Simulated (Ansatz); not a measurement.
MgS (Niningerite):

```xyz
2
Lattice="0.0000 2.6016 2.6016 2.6016 0.0000 2.6016 2.6016 2.6016 0.0000" Properties=species:S:1:pos:R:3 pbc="T T T"
S     2.6016    2.6016    2.6016
Mg    0.0000    0.0000    0.0000
```

Base run:

| Property | Result |
| --- | --- |
| Program | Ansatz 0.2.0 |
| Functional | PBE |
| Potentials or basis | all-electron LAPW, scalar-relativistic |
| Cutoff | 184 eV |
| Density cutoff | 735 eV |
| Basis error allowed | 0.001 eV/atom |
| k mesh | 9 × 9 × 9 |
| Occupations | fermi-dirac, width 0.05 eV |
| Spin | no spin polarisation |

Its results: band gap on the k mesh 2.92 eV, indirect (least direct gap 3.72 eV); pressure 1.2 GPa.

**Question.** After a change of settings the same cell gave: band gap on the k mesh 2.69 eV, indirect (least direct gap 3.48 eV); pressure -3.3 GPa. Which change was it?
A. functional from PBE to PBEsol
B. functional from PBE to LDA
C. potentials or basis from all-electron LAPW, scalar-relativistic to all-electron PAW datasets made for the crystal; k mesh from 9 × 9 × 9 to 6 × 6 × 6

**Answer.** B.

LDA binds more tightly than PBE, so the same cell stands under less pressure.

Caveats: an odd mesh through Γ misses points on the zone boundary, where band edges often lie (some runs); the mesh misses the band edges, which the band path finds closer together (some runs).

Not every run made on this cell is shown here.
